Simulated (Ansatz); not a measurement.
**HfC: energy along a strain**

HfC, Fm-3m, a = 4.650 Å (as given, not relaxed at this level: 0.2 GPa). Ansatz: PBE, PAW, 420 eV, Γ-centred 18×18×18 mesh on 2 atoms, Gaussian smearing 0.15 eV; no spin polarisation. Cell vectors (Å): 0.000 2.325 2.325; 2.325 0.000 2.325; 2.325 2.325 0.000. The cell is strained by x per cent times the pattern (0 1 0 0 0 0) in the order xx yy zz yz xz xy (engineering shears), with fractional coordinates held. y is the free energy over the start, V0 = 12.568 Å³/atom. Points with a strain past 8.5 % were computed too (3) and aren't used here.

```tsv
x (%)	y (meV/atom)
-7.50	?
-5.00	59.61
-2.50	13.87
0.00	0.00
2.50	10.81
5.00	40.17
7.50	83.01
```

**Question.** Fit y = c1 x + c2 x² + c3 x³ to the other rows, get the stiffness along the pattern, and predict the missing energy.

**Answer.** Least squares on the rows shown. y = −0.29436 x + 1.9980 x² − 0.064607 x³. The clamped-ion stiffness p·C·p = 2 × 19.98 eV × 160.2 / 12.568 Å³ = 509 GPa, which is C22 in these axes (C11 of the cubic crystal); c1 is there for the stress left in the start, which by itself gives a slope of -0.17 meV/atom per %. At x = -7.50 the fit asked for gives 141.85 meV/atom. The run gave 145.97 meV/atom, so the fit is 4.12 meV/atom too low, 2.8 % of the span of the series, against an rms of 0.21 meV/atom on the fitted rows. The row lies outside the fitted range. With a term in x⁴ added, a fit to the same known rows predicts 145.47 meV/atom, so most of the miss is curvature that the known rows already hold.

Spin–orbit coupling is left out, which can shift energies with elements as heavy as these.